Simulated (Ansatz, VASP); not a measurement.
## Cross-check of TiSn between VASP and Ansatz

Wanted: the spread between two codes on one cell, functional and k mesh. The cell is generated by rule, not measured, and may not be a known phase. The cell is taken from a series of runs on this material, whose earlier steps may have relaxed, scaled, displaced or heated it; both programs get it as it stands.

Program: Ansatz 0.2.0. Level of theory: plane waves, with VASP 6.6.1 beside it; zone-centre phonons at PBE. Results are calculated unless marked as measured.

The structure was built from a prototype and need not be the compound's stable phase.

## Step 1: Set-up

The structure is tetragonal, space group P4/nmm (No. 129). Conventional cell: a = 3.728 Å, b = 3.728 Å, c = 5.801 Å, α = 90.00°, β = 90.00°, γ = 90.00°. Ti has 6 Sn at 2.75 to 3.05 Å and 4 Ti at 2.97 Å nearest. Nearest to Sn lie 6 Ti at 2.75 to 3.05 Å. Farther neighbours are not listed.

## Step 2: VASP: zone-centre phonons, PBE

Second derivatives magnify differences that forces hide, and they need a tight electronic threshold.

Lines of VASP's logs that name or quote its potential files are left out, and so is its time.

Contents of INCAR:

```
SYSTEM = TiSn
PREC = Accurate
ENCUT = 500
EDIFF = 1E-08
NELM = 120
ISMEAR = 1
SIGMA = 0.15
LREAL = .FALSE.
ALGO = Normal
GGA = PE
NBANDS = 32
LASPH = .TRUE.
LORBIT = 11
LWAVE = .FALSE.
LCHARG = .FALSE.
ISIF = 2
IBRION = 8
GGA_COMPAT = .FALSE.
KPAR = 2
```

Contents of POSCAR:

```
TiSn
1.0
    0.0000000000     -2.6358754473     -2.6358754473
    0.0000000000      2.6358754473     -2.6358754473
    5.8012510443      0.0000000000      0.0000000000
Ti Sn
2 2
Direct
    0.5000000000      0.5000000000      0.3680120214
    0.0000000000      0.0000000000      0.1319879786
    0.5000000000      0.5000000000      0.8934014380
    0.0000000000      0.0000000000      0.6065985620
```

Contents of KPOINTS:

```
Automatic mesh
0
Gamma
10 10 8
0 0 0
```

The projector-augmented-wave data sets are Ti_sv and Sn_d (PBE family, release 64).

Launch:

```sh
mpirun -np 2 vasp_std
```

Numbers of over 12 decimals in the logs are rounded to 6 here.

What it wrote:

```text
[banner, memory and clock lines left out]
running    2 mpi-ranks, on    1 nodes
 distrk:  each k-point on    1 cores,    2 groups
 distr:  one band on    1 cores,    1 groups

 POSCAR found type information on POSCAR TiSn
 POSCAR found :  2 types and       4 ions
 LDA part: xc-table for (Slater+PW92), standard interpolation
 POSCAR, INCAR and KPOINTS ok, starting setup
 FFT: planning ... GRIDC
 FFT: planning ... GRID_SOFT
 FFT: planning ... GRID
 WAVECAR not read
 entering main loop
       N       E                     dE             d eps       ncg     rms          rms(c)
DAV:   1     0.571389029472E+03    0.57139E+03   -0.25889E+04  6744   0.241E+03
DAV:   2     0.522670025630E+02   -0.51912E+03   -0.51173E+03  6720   0.610E+02
DAV:   4    -0.268631280638E+02   -0.68626E+01   -0.68025E+01 10072   0.540E+01
DAV:   5    -0.272081188592E+02   -0.34499E+00   -0.34491E+00  9480   0.958E+00    0.128E+01
DAV:   6    -0.248714470061E+02    0.23367E+01   -0.26118E+01  8824   0.285E+01    0.446E+00
DAV:   7    -0.243258121382E+02    0.54563E+00   -0.50585E+00  8704   0.133E+01    0.275E+00
DAV:   8    -0.242721713543E+02    0.53641E-01   -0.46171E-01  8976   0.464E+00    0.872E-01
DAV:   9    -0.242720820779E+02    0.89276E-04   -0.40725E-02  9712   0.156E+00    0.456E-01
DAV:  10    -0.242725230735E+02   -0.44100E-03   -0.81911E-03  9512   0.675E-01    0.770E-02
DAV:  11    -0.242723761191E+02    0.14695E-03   -0.61136E-04  9816   0.257E-01    0.494E-02
DAV:  12    -0.242723940684E+02   -0.17949E-04   -0.57468E-05 10016   0.609E-02    0.156E-02
DAV:  13    -0.242723935738E+02    0.49460E-06   -0.15124E-05  9904   0.255E-02    0.433E-03
DAV:  14    -0.242723928555E+02    0.71833E-06   -0.10046E-06  9968   0.849E-03    0.921E-04
DAV:  15    -0.242723927617E+02    0.93846E-07   -0.83664E-08  7656   0.331E-03    0.329E-04
DAV:  16    -0.242723927672E+02   -0.55361E-08   -0.16895E-08  5808   0.107E-03
   1 F= -.24272393E+02 E0= -.24271822E+02  d E =-.171224E-02
 Linear response reoptimize wavefunctions to high precision
DAV:   1    -0.242723927670E+02    0.21191E-09   -0.54926E-09  5880   0.703E-04
DAV:   2    -0.242723927671E+02   -0.14006E-09   -0.11650E-09  4528   0.313E-04
DAV:   3    -0.242723927671E+02   -0.36380E-11   -0.39449E-10  4344   0.191E-04
 Linear response DOF=           4
 Linear response progress:
  Degree of freedom:   1/  4
       N       E                     dE             d eps       ncg     rms          rms(c)
RMM:   1    -0.788162642270E+00   -0.78816E+00    0.12692E+01  7149   0.943E+01
RMM:   2    -0.730496307283E+00    0.57666E-01   -0.43326E-01 12684   0.401E+00    0.187E-01
RMM:   3    -0.731744484867E+00   -0.12482E-02   -0.33295E-02 13626   0.102E+00    0.307E-01
RMM:   4    -0.731104744530E+00    0.63974E-03   -0.13208E-02 14332   0.530E-01    0.561E-02
RMM:   5    -0.731508267110E+00   -0.40352E-03   -0.36400E-03 16731   0.234E-01    0.239E-02
RMM:   6    -0.731635326206E+00   -0.12706E-03   -0.15081E-03 16875   0.129E-01    0.144E-02
RMM:   7    -0.731789982152E+00   -0.15466E-03   -0.41415E-04 17632   0.698E-02    0.998E-03
RMM:   8    -0.732052937253E+00   -0.26296E-03   -0.18722E-04 17196   0.447E-02    0.403E-03
RMM:   9    -0.732115360064E+00   -0.62423E-04   -0.92017E-05 16931   0.283E-02    0.138E-03
RMM:  10    -0.732148967880E+00   -0.33608E-04   -0.49611E-05 17830   0.185E-02    0.931E-04
RMM:  11    -0.732155810025E+00   -0.68421E-05   -0.23428E-05 17925   0.124E-02    0.815E-04
RMM:  12    -0.732155785652E+00    0.24373E-07   -0.22813E-05 18317   0.889E-03    0.102E-03
RMM:  13    -0.732174201677E+00   -0.18416E-04   -0.17870E-05 16928   0.685E-03    0.638E-04
RMM:  14    -0.732173246472E+00    0.95520E-06   -0.99478E-06 17776   0.526E-03    0.691E-04
RMM:  15    -0.732172431860E+00    0.81461E-06   -0.91913E-06 17630   0.417E-03    0.700E-04
RMM:  16    -0.732172613462E+00   -0.18160E-06   -0.75231E-06 18114   0.340E-03    0.727E-04
 first order change of Fermi-energy  -0.39905E+00
 force on displaced ion       1 direction 1 :  -9.898  -0.000  -0.000
 Linear response progress:
  Degree of freedom:   2/  4
       N       E                     dE             d eps       ncg     rms          rms(c)
RMM:   1    -0.713882844272E+00   -0.71388E+00    0.17279E+01 14895   0.945E+01
RMM:   2    -0.664723792431E+00    0.49159E-01   -0.44623E-01 28322   0.364E+00    0.171E-01
RMM:   3    -0.664207615116E+00    0.51618E-03   -0.28063E-02 31444   0.915E-01    0.773E-02
RMM:   4    -0.664341642106E+00   -0.13403E-03   -0.13496E-02 35872   0.448E-01    0.242E-02
RMM:   5    -0.665756535560E+00   -0.14149E-02   -0.27917E-03 37828   0.197E-01    0.150E-02
RMM:   6    -0.666177146069E+00   -0.42061E-03   -0.10795E-03 38819   0.986E-02    0.156E-02
RMM:   7    -0.666311968933E+00   -0.13482E-03   -0.31117E-04 39156   0.548E-02    0.932E-03
RMM:   8    -0.666673982577E+00   -0.36201E-03   -0.12960E-04 37337   0.367E-02    0.366E-03
RMM:   9    -0.666586044876E+00    0.87938E-04   -0.62650E-05 39581   0.227E-02    0.125E-03
RMM:  10    -0.666579691467E+00    0.63534E-05   -0.29335E-05 40336   0.143E-02    0.621E-04
RMM:  11    -0.666562191777E+00    0.17500E-04   -0.16408E-05 39250   0.988E-03    0.426E-04
RMM:  12    -0.666576757551E+00   -0.14566E-04   -0.88215E-06 39800   0.713E-03    0.189E-04
RMM:  13    -0.666581001948E+00   -0.42444E-05   -0.41516E-06 40292   0.530E-03    0.160E-04
RMM:  14    -0.666579293790E+00    0.17082E-05   -0.24186E-06 40376   0.404E-03    0.890E-05
RMM:  15    -0.666579720179E+00   -0.42639E-06   -0.11383E-06 39896   0.320E-03    0.799E-05
RMM:  16    -0.666581091952E+00   -0.13718E-05    0.80542E-08 37021   0.269E-03    0.380E-05
RMM:  17    -0.666581054424E+00    0.37527E-07    0.22539E-07 39423   0.220E-03    0.326E-05
RMM:  18    -0.666581168338E+00   -0.11391E-06    0.46756E-07 40340   0.185E-03    0.343E-05
RMM:  19    -0.666581274747E+00   -0.10641E-06    0.27197E-07 40370   0.157E-03    0.563E-05
RMM:  20    -0.666581304683E+00   -0.29936E-07    0.54204E-07 39355   0.135E-03    0.766E-05
RMM:  21    -0.666581458905E+00   -0.15422E-06    0.41953E-07 38621   0.118E-03    0.773E-05
RMM:  22    -0.666581549665E+00   -0.90759E-07    0.47077E-07 40149   0.104E-03    0.895E-05
RMM:  23    -0.666581511690E+00    0.37974E-07    0.36638E-07 39063   0.920E-04    0.927E-05
RMM:  24    -0.666581582860E+00   -0.71169E-07    0.43545E-07 34888   0.844E-04    0.801E-05
 first order change of Fermi-energy   0.12150E-03
 force on displaced ion       1 direction 2 :   0.000  -6.696   0.000
 Linear response progress:
  Degree of freedom:   3/  4
       N       E                     dE             d eps       ncg     rms          rms(c)
RMM:   1    -0.225846604909E+00   -0.22585E+00    0.61652E-01  9195   0.964E+00
RMM:   2    -0.230560091049E+00   -0.47135E-02   -0.28147E-02 12928   0.944E-01    0.990E-02
RMM:   3    -0.231182442947E+00   -0.62235E-03   -0.51586E-03 13716   0.392E-01    0.166E-01
RMM:   4    -0.230795517073E+00    0.38693E-03   -0.10443E-03 12880   0.189E-01    0.448E-02
RMM:   5    -0.230891589748E+00   -0.96073E-04   -0.47279E-04 15326   0.871E-02    0.239E-02
RMM:   6    -0.230957946997E+00   -0.66357E-04   -0.14474E-04 16303   0.481E-02    0.776E-03
RMM:   7    -0.230958788729E+00   -0.84173E-06   -0.22451E-05 17061   0.282E-02    0.439E-03
RMM:   8    -0.230958379764E+00    0.40896E-06    0.31009E-06 16919   0.188E-02    0.288E-03
RMM:   9    -0.230938066541E+00    0.20313E-04    0.82962E-06 16552   0.132E-02    0.757E-04
RMM:  10    -0.230940912976E+00   -0.28464E-05    0.98032E-07 17357   0.907E-03    0.790E-04
RMM:  11    -0.230938977667E+00    0.19353E-05   -0.11366E-06 17586   0.631E-03    0.697E-04
RMM:  12    -0.230938987354E+00   -0.96871E-08    0.10590E-05 17872   0.463E-03    0.108E-03
RMM:  13    -0.230938807158E+00    0.18020E-06   -0.15643E-06 16767   0.362E-03    0.823E-04
RMM:  14    -0.230937280712E+00    0.15264E-05    0.87795E-06 17862   0.277E-03    0.776E-04
RMM:  15    -0.230937252816E+00    0.27896E-07   -0.21929E-06 16955   0.220E-03    0.661E-04
RMM:  16    -0.230935822365E+00    0.14305E-05    0.22428E-06 17220   0.179E-03    0.571E-04
RMM:  17    -0.230936204738E+00   -0.38237E-06   -0.83897E-07 18174   0.140E-03    0.627E-04
RMM:  18    -0.230935910079E+00    0.29466E-06   -0.48225E-07 16758   0.117E-03    0.622E-04
 first order change of Fermi-energy  -0.11930E+00
 force on displaced ion       3 direction 1 :  -9.386  -0.000   0.000
 Linear response progress:
  Degree of freedom:   4/  4
       N       E                     dE             d eps       ncg     rms          rms(c)
RMM:   1    -0.212523109819E+00   -0.21252E+00    0.92158E-01 19455   0.103E+01
RMM:   2    -0.216836133580E+00   -0.43130E-02   -0.23863E-02 28807   0.802E-01    0.538E-02
RMM:   3    -0.216901191651E+00   -0.65058E-04   -0.19929E-03 33449   0.232E-01    0.277E-02
RMM:   4    -0.216989666026E+00   -0.88474E-04   -0.25907E-04 34980   0.868E-02    0.127E-02
RMM:   5    -0.217035483909E+00   -0.45818E-04    0.37565E-05 36569   0.443E-02    0.411E-03
RMM:   6    -0.217039116329E+00   -0.36324E-05    0.70271E-05 37776   0.248E-02    0.170E-03
RMM:   7    -0.217039090866E+00    0.25463E-07    0.10284E-04 38110   0.155E-02    0.119E-03
RMM:   8    -0.217044762595E+00   -0.56717E-05    0.22318E-05 39760   0.102E-02    0.800E-04
RMM:   9    -0.217036601033E+00    0.81616E-05    0.22715E-05 37769   0.714E-03    0.247E-04
RMM:  10    -0.217037425398E+00   -0.82436E-06    0.14695E-05 39080   0.489E-03    0.158E-04
RMM:  11    -0.217036697604E+00    0.72779E-06    0.24161E-05 39001   0.346E-03    0.114E-04
RMM:  12    -0.217037742271E+00   -0.10447E-05    0.14876E-05 40637   0.246E-03    0.131E-04
RMM:  13    -0.217038722294E+00   -0.98002E-06    0.87107E-06 38303   0.184E-03    0.219E-04
RMM:  14    -0.217037355435E+00    0.13669E-05    0.10122E-05 36822   0.145E-03    0.733E-05
RMM:  15    -0.217037290653E+00    0.64782E-07    0.71141E-06 38852   0.110E-03    0.509E-05
RMM:  16    -0.217036958557E+00    0.33210E-06    0.85069E-06 40262   0.830E-04    0.454E-05
RMM:  17    -0.217037215825E+00   -0.25727E-06    0.61139E-06 40337   0.644E-04    0.461E-05
RMM:  18    -0.217037433870E+00   -0.21805E-06    0.39796E-06 39555   0.508E-04    0.507E-05
 first order change of Fermi-energy   0.21631E-03
 force on displaced ion       3 direction 2 :   0.001  -5.397   0.000
 Linear response finished
```

From OUTCAR (step 2):

```text
ion  position               nearest neighbor table
   1  0.500  0.500  0.368-   3 2.75   4 2.98   4 2.98   4 2.98   4 2.98   3 3.05
   2  0.000  0.000  0.132-   4 2.75   3 2.98   3 2.98   3 2.98   3 2.98   4 3.05
   3  0.500  0.500  0.893-   1 2.75   2 2.98   2 2.98   2 2.98   2 2.98   1 3.05   4 3.12   4 3.12
                             4 3.12   4 3.12
   4  0.000  0.000  0.607-   2 2.75   1 2.98   1 2.98   1 2.98   1 2.98   2 3.05   3 3.12   3 3.12
                             3 3.12   3 3.12

  LATTYP: Found a simple tetragonal cell.
 ALAT       =     3.7276908063
 C/A-ratio  =     1.5562586453

 Subroutine GETGRP returns: Found 16 space group operations
 (whereof  8 operations were pure point group operations)

The static configuration has the point symmetry C_4v.
 The point group associated with its full space group is D_4h.

 Found    105 irreducible k-points:

   k-points           NKPTS =    105   k-points in BZ     NKDIM =    105   number of bands    NBANDS=     32

   dimension x,y,z NGX =    28 NGY =   28 NGZ =   42
   dimension x,y,z NGXF=    56 NGYF=   56 NGZF=   84

   ENCUT  =  500.0 eV  36.75 Ry    6.06 a.u.   6.80  6.80 10.58*2*pi/ulx,y,z

   NELECT =      52.0000    total number of electrons

 k-points in reciprocal lattice and weights: Automatic mesh
   0.00000000  0.00000000  0.00000000       0.001
   0.10000000  0.00000000  0.00000000       0.005
   0.20000000  0.00000000  0.00000000       0.005
   0.30000000  0.00000000  0.00000000       0.005
   0.40000000  0.00000000  0.00000000       0.005
   0.50000000  0.00000000  0.00000000       0.003
   0.10000000  0.10000000  0.00000000       0.005
   0.20000000  0.10000000  0.00000000       0.010
   0.30000000  0.10000000  0.00000000       0.010
[...]
0.50000000  0.40000000  0.50000000       0.005
   0.50000000  0.50000000  0.50000000       0.001

 average (electrostatic) potential at core
       1 -71.7310       2 -71.7310       3 -97.4473       4 -97.4473

  Total       -0.0056813     -0.0175944     -0.0175944      0.0000000      0.0000000      0.0000000
  in kB       -0.1129159     -0.3496905     -0.3496905      0.0000000      0.0000000      0.0000000
  external PRESSURE =      -0.2707657 kB  Pullay stress =       0.0000000 kB

  energy-cutoff  :      500.00
  volume of cell :       80.61
      direct lattice vectors                 reciprocal lattice vectors
     0.000000000 -2.635875447 -2.635875447     0.000000000 -0.189690298 -0.189690298
     0.000000000  2.635875447 -2.635875447     0.000000000  0.189690298 -0.189690298
     5.801251044  0.000000000  0.000000000     0.172376612  0.000000000  0.000000000

 POSITION                                       TOTAL-FORCE (eV/Angst)
 -----------------------------------------------------------------------------------
      2.13493      0.00000     -2.63588         0.003222      0.000000     -0.000000
      0.76570      0.00000      0.00000        -0.003222      0.000000      0.000000
      5.18285      0.00000     -2.63588        -0.001548      0.000000     -0.000000
      3.51903      0.00000      0.00000         0.001548     -0.000000      0.000000
 -----------------------------------------------------------------------------------
    total drift:                                0.000000      0.000000     -0.000000

 Eigenvectors and eigenvalues of the dynamical matrix
 ----------------------------------------------------

   1 f  =    8.288024 THz    52.075190 2PiTHz  276.458717 cm-1    34.276497 meV
             X         Y         Z           dx          dy          dz
      2.134930  0.000000 -2.635875     0.664207   -0.000000    0.000000
      0.765695  0.000000  0.000000    -0.664207    0.000000    0.000000
      5.182846  0.000000 -2.635875    -0.242547   -0.000000   -0.000000
      3.519031  0.000000  0.000000     0.242547    0.000000    0.000000

   2 f  =    7.362632 THz    46.260781 2PiTHz  245.590970 cm-1    30.449386 meV
             X         Y         Z           dx          dy          dz
      2.134930  0.000000 -2.635875     0.000000   -0.680195   -0.017908
      0.765695  0.000000  0.000000     0.000000    0.680195    0.017908
      5.182846  0.000000 -2.635875    -0.000000   -0.192325   -0.005064
      3.519031  0.000000  0.000000    -0.000000    0.192325    0.005064

   3 f  =    7.362632 THz    46.260781 2PiTHz  245.590970 cm-1    30.449386 meV
             X         Y         Z           dx          dy          dz
      2.134930  0.000000 -2.635875     0.000000   -0.017908    0.680195
      0.765695  0.000000  0.000000     0.000000    0.017908   -0.680195
      5.182846  0.000000 -2.635875    -0.000000   -0.005064    0.192325
      3.519031  0.000000  0.000000    -0.000000    0.005064   -0.192325

   4 f  =    7.314018 THz    45.955328 2PiTHz  243.969364 cm-1    30.248332 meV
             X         Y         Z           dx          dy          dz
      2.134930  0.000000 -2.635875     0.598903    0.000000   -0.000000
      0.765695  0.000000  0.000000     0.598903   -0.000000    0.000000
      5.182846  0.000000 -2.635875    -0.375918    0.000000   -0.000000
      3.519031  0.000000  0.000000    -0.375918   -0.000000    0.000000

   5 f  =    4.922874 THz    30.931329 2PiTHz  164.209400 cm-1    20.359362 meV
             X         Y         Z           dx          dy          dz
      2.134930  0.000000 -2.635875    -0.000000    0.596840   -0.000052
      0.765695  0.000000  0.000000     0.000000    0.596840   -0.000052
      5.182846  0.000000 -2.635875    -0.000000   -0.379187    0.000033
      3.519031  0.000000  0.000000     0.000000   -0.379187    0.000033

   6 f  =    4.922874 THz    30.931329 2PiTHz  164.209400 cm-1    20.359362 meV
             X         Y         Z           dx          dy          dz
      2.134930  0.000000 -2.635875    -0.000000    0.000052    0.596840
      0.765695  0.000000  0.000000     0.000000    0.000052    0.596840
      5.182846  0.000000 -2.635875    -0.000000   -0.000033   -0.379187
      3.519031  0.000000  0.000000     0.000000   -0.000033   -0.379187

   7 f  =    4.184194 THz    26.290065 2PiTHz  139.569682 cm-1    17.304427 meV
             X         Y         Z           dx          dy          dz
      2.134930  0.000000 -2.635875    -0.242547   -0.000000   -0.000000
      0.765695  0.000000  0.000000     0.242547    0.000000   -0.000000
      5.182846  0.000000 -2.635875    -0.664207    0.000000    0.000000
      3.519031  0.000000  0.000000     0.664207   -0.000000    0.000000

   8 f  =    3.484407 THz    21.893173 2PiTHz  116.227296 cm-1    14.410342 meV
             X         Y         Z           dx          dy          dz
      2.134930  0.000000 -2.635875     0.000000    0.071372   -0.178664
      0.765695  0.000000  0.000000    -0.000000   -0.071372    0.178664
      5.182846  0.000000 -2.635875     0.000000   -0.252419    0.631878
      3.519031  0.000000  0.000000     0.000000    0.252419   -0.631878

   9 f  =    3.484407 THz    21.893173 2PiTHz  116.227296 cm-1    14.410342 meV
             X         Y         Z           dx          dy          dz
      2.134930  0.000000 -2.635875    -0.000000    0.178664    0.071372
      0.765695  0.000000  0.000000     0.000000   -0.178664   -0.071372
      5.182846  0.000000 -2.635875    -0.000000   -0.631878   -0.252419
      3.519031  0.000000  0.000000     0.000000    0.631878    0.252419

  10 f/i=    0.000832 THz     0.005226 2PiTHz    0.027741 cm-1     0.003440 meV
             X         Y         Z           dx          dy          dz
      2.134930  0.000000 -2.635875     0.000000   -0.372921   -0.068648
      0.765695  0.000000  0.000000     0.000000   -0.372921   -0.068648
      5.182846  0.000000 -2.635875     0.000000   -0.586977   -0.108052
      3.519031  0.000000  0.000000     0.000000   -0.586977   -0.108052

  11 f/i=    0.000832 THz     0.005226 2PiTHz    0.027741 cm-1     0.003440 meV
             X         Y         Z           dx          dy          dz
      2.134930  0.000000 -2.635875     0.000000   -0.068648    0.372921
      0.765695  0.000000  0.000000     0.000000   -0.068648    0.372921
      5.182846  0.000000 -2.635875     0.000000   -0.108052    0.586977
      3.519031  0.000000  0.000000     0.000000   -0.108052    0.586977

  12 f/i=    0.038747 THz     0.243458 2PiTHz    1.292477 cm-1     0.160247 meV
             X         Y         Z           dx          dy          dz
      2.134930  0.000000 -2.635875    -0.375918   -0.000000    0.000000
      0.765695  0.000000  0.000000    -0.375918   -0.000000    0.000000
      5.182846  0.000000 -2.635875    -0.598903   -0.000000    0.000000
      3.519031  0.000000  0.000000    -0.598903   -0.000000    0.000000

 ELASTIC MODULI CONTR FROM IONIC RELAXATION (kBar)
 Direction    XX          YY          ZZ          XY          YZ          ZX
 --------------------------------------------------------------------------------
 XX        -235.1247     46.0132     46.0132      0.0000      0.0000      0.0000
 YY          46.0132    -14.1054    -14.1054      0.0000      0.0000      0.0000
 ZZ          46.0132    -14.1054    -14.1054      0.0000      0.0000      0.0000
 XY           0.0000      0.0000      0.0000    -62.2800      0.0000      0.0000
 YZ           0.0000      0.0000      0.0000      0.0000      0.0000      0.0000
 ZX           0.0000      0.0000      0.0000      0.0000      0.0000    -40.0735
 --------------------------------------------------------------------------------
```

(Continued in part 2 of 2.)

[Lines on the potential files, build, host, timing and source positions are cut from VASP's logs without a mark.]

[Logs are printed without paths, hosts, clocks, repeated set-up lines and the standing remarks that a program may print on its own settings, such as how far it seeks lower states.]

[Hosts, paths, dates, database ids (printed as entryN), source tags and the programs' standing remarks are cut or masked in the printed files.]
